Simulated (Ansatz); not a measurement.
# A thicker film of MgO (001) from five thinner ones

In a field along its normal an insulating film takes a dipole p. Written as a length, p/(ε₀AE), it should grow by 1 − 1/ε for each ångström added.

Set-up. Ansatz 0.2.0, plane waves with PAW datasets (its set soft_2), PBEsol; rocksalt films relaxed at a bulk in-plane lattice constant near the measured one, then held in weak fields of both signs with a dipole correction (A is the cell's area, E the outer field).

| run | distance between the outer atoms (Å) | p/(ε₀AE) (Å) |
| --- | --- | --- |
| 3 units | 4.264 | 5.374 |
| 4 units | 6.373 | 6.830 |
| 5 units | 8.481 | 8.290 |
| 6 units | 10.590 | 9.751 |
| 8 units | 14.806 | 12.668 |
| 10 units | 19.022 | ? |

**Question.** What value belongs in the row marked “?”, and how far can the other rows tell?

A least-squares line through the 5 rows shown has slope 0.6920 and intercept 2.4219; no row lies more than 0.002 Å off it. That slope means ε = 1/(1 − 0.6920) = 3.25. At 19.022 it gives 0.6920 × 19.022 + 2.4219 = 15.585 Å, beyond the rows fitted. Rounding and scatter of the rows alone allow about ±0.004 Å there.

The run itself gives 15.584 Å: a miss of −0.001 Å, or 0.0 % of the value. The length is met to within 1 %, though ε is more sensitive than the length: the two thickest films give ε = 3.24.

**Limits.** This is the electronic response alone. A unit is one step of the cut along the normal (a plane, a pair of planes or a cell), and the layers relax along it, away from their bulk spacing where the functional's lattice constant differs from the one held.
